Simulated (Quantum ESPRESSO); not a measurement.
A calculation with Quantum ESPRESSO 7.5 of NaH (ASE script, structure from a POSCAR):

The input run.py:

```python
import numpy as np
from ase.calculators.espresso import Espresso, EspressoProfile
from ase.io import read

atoms = read('POSCAR')

input_data = {
    'control': {'calculation': 'scf', 'prefix': 'pwscf', 'outdir': './tmp', 'tprnfor': True, 'tstress': True, 'disk_io': 'nowf'},
    'system': {'ecutwfc': 60.0, 'ecutrho': 480.0, 'nbnd': 10, 'occupations': 'smearing', 'smearing': 'fd', 'degauss': 0.00367493},
    'electrons': {'conv_thr': 4e-10, 'electron_maxstep': 120, 'mixing_beta': 0.5},
}
pseudopotentials = {'H': 'H.pbe-rrkjus_psl.1.0.0.UPF', 'Na': 'na_pbe_v1.5.uspp.F.UPF'}
profile = EspressoProfile(command='pw.x', pseudo_dir='pseudo')
dft = Espresso(profile=profile, input_data=input_data, pseudopotentials=pseudopotentials, kpts=(9, 9, 9), koffset=(0, 0, 0))
atoms.calc = dft

print(f'energy {atoms.get_potential_energy():.8f} eV')
print('forces (eV/A)')
print(np.round(atoms.get_forces(), 6))
print('stress (eV/A^3, Voigt)')
print(np.round(atoms.get_stress(), 8))
print(f'Fermi level {dft.get_fermi_level():.4f} eV')
```

POSCAR

```
NaH
1.0
    2.9551240000      0.0000000000      0.0000000000
    0.0000000000      2.9551240000      0.0000000000
    0.0000000000      0.0000000000      2.9551240000
Na H
1 1
Direct
    0.0083762700      0.0061624900      0.9866530900
    0.4916237300      0.4938375100      0.5133469100
```

Potentials or basis: SSSP 1.3 efficiency PBE.

Run with:

```bash
$ OMP_NUM_THREADS=1 python run.py
```

The cell comes from a database or a generator and needn't be the stable form of this composition.

Question: Write the same calculation in another form: native input, structure typed inline.

Answer: As run:

Contents of pw.in:

```
&CONTROL
  calculation = 'scf'
  prefix = 'pwscf'
  outdir = './tmp'
  pseudo_dir = './pseudo'
  tprnfor = .true.
  tstress = .true.
  disk_io = 'low'
/
&SYSTEM
  ibrav = 0
  nat = 2
  ntyp = 2
  ecutwfc = 60
  ecutrho = 480
  nbnd = 10
  occupations = 'smearing'
  smearing = 'fd'
  degauss = 0.00367493
/
&ELECTRONS
  conv_thr = 4d-10
  electron_maxstep = 120
  mixing_beta = 0.5
/
ATOMIC_SPECIES
Na    22.9898 na_pbe_v1.5.uspp.F.UPF
H      1.0080 H.pbe-rrkjus_psl.1.0.0.UPF
CELL_PARAMETERS angstrom
   2.9551240000    0.0000000000    0.0000000000
   0.0000000000    2.9551240000    0.0000000000
   0.0000000000    0.0000000000    2.9551240000
ATOMIC_POSITIONS crystal
Na     0.0083762700    0.0061624900    0.9866530900
H      0.4916237300    0.4938375100    0.5133469100
K_POINTS automatic
9 9 9 0 0 0
```

File pp_density.in:

```
&INPUTPP
  prefix = 'pwscf'
  outdir = './tmp'
  filplot = 'density.dat'
  plot_num = 0
/
&PLOT
  nfile = 1
  filepp(1) = 'density.dat'
  iflag = 3
  output_format = 6
  fileout = 'density.cube'
/
```

pp_potential.in

```
&INPUTPP
  prefix = 'pwscf'
  outdir = './tmp'
  filplot = 'potential.dat'
  plot_num = 11
/
&PLOT
  nfile = 1
  filepp(1) = 'potential.dat'
  iflag = 3
  output_format = 6
  fileout = 'potential.cube'
/
```

Potentials or basis: SSSP 1.3 efficiency PBE.

Command:

```console
$ OMP_NUM_THREADS=1 pw.x -in pw.in > pw.out
$ OMP_NUM_THREADS=1 pp.x -in pp_density.in > pp_density.out
$ OMP_NUM_THREADS=1 pp.x -in pp_potential.in > pp_potential.out
```

Both were run:

|  | ASE script, structure from a POSCAR | native input, structure typed inline |
| --- | --- | --- |
| Pressure | 0.4 GPa | 0.4 GPa |
| Largest force | 0.043 eV/Å | 0.043 eV/Å |
| Band gap on the k mesh | 1.50 eV, indirect (least direct gap 4.81 eV) | 1.50 eV, indirect (least direct gap 4.81 eV) |

Keys that steer only the numerical path or the files written may differ.

Caveat: an odd mesh through Γ misses points on the zone boundary, where band edges often lie.
